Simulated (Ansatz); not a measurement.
Method: Ansatz 0.2.0, DFT PBE, scalar-relativistic, plane waves, PAW. All cells share a 420 eV cutoff and Γ-centred k meshes spaced at most about 0.3 Å⁻¹ (about 0.25 or finer for metals, 2π included). No spin polarisation.

All energies are static (0 K, no zero-point motion).

Two relaxed structures of WSe4:

A.

```
W Se
1.0
     4.90667    0.00000    0.00000
     0.00000    4.90667    0.00000
     0.00000    0.00000    4.90667
W Se
1 4
Direct
  0.00000 0.00000 0.00000
  0.50000 0.00000 0.00000
  0.00000 0.50000 0.00000
  0.00000 0.00000 0.50000
  0.50000 0.50000 0.50000
```

B.

```
W Se
1.0
    -3.52223    3.52223    3.52223
     3.52223   -3.52223    3.52223
     3.52223    3.52223   -3.52223
W Se
1 4
Direct
  0.00000 0.00000 0.00000
  0.00000 0.61781 0.00000
  0.38219 0.38219 0.38219
  0.00000 0.00000 0.61781
  0.61781 0.00000 0.00000
```

Question: Which is lower in energy, and by how much?

Answer: B is lower, by 278 meV/atom. A has space group Pm-3m (No. 221), 23.6 Å³/atom and no gap on its mesh; B has space group I-43m (No. 217), 35.0 Å³/atom and no gap. Counting Se atoms around W (those within 1.25 times the shortest such distance or 1.15 times the sum of covalent radii), A has W 6 and B has W 4. Even the lower one lies +0.17 eV/atom against the reference forms of the elements (uncorrected), so neither is stable at this level. In A, around W lie 6 Se at 2.45 Å; around Se on a site of symmetry 4/mmm lie 2 W at 2.45 Å and 12 Se at 3.47 Å; Se on a site of symmetry m-3m is surrounded by 12 Se at 3.47 Å (long contacts). In B, around W lie 4 Se at 2.33 Å; around Se lies 1 W at 2.33 Å. Both come from invented guesses. The lowest form computed isn't among them: it has space group P-43m (No. 215), 32.6 Å³/atom and lies 19 meV/atom below the best shown.

Weakly bound directions are ill-defined at this level, which has no dispersion term (I-43m), and this can change margins and order among such cells. These runs have no spin–orbit coupling, which can matter for W. Cells relaxed within their symmetry can be saddle points. Some structure types and database cells were kept out of the candidates from the start, so a known form may be missing.
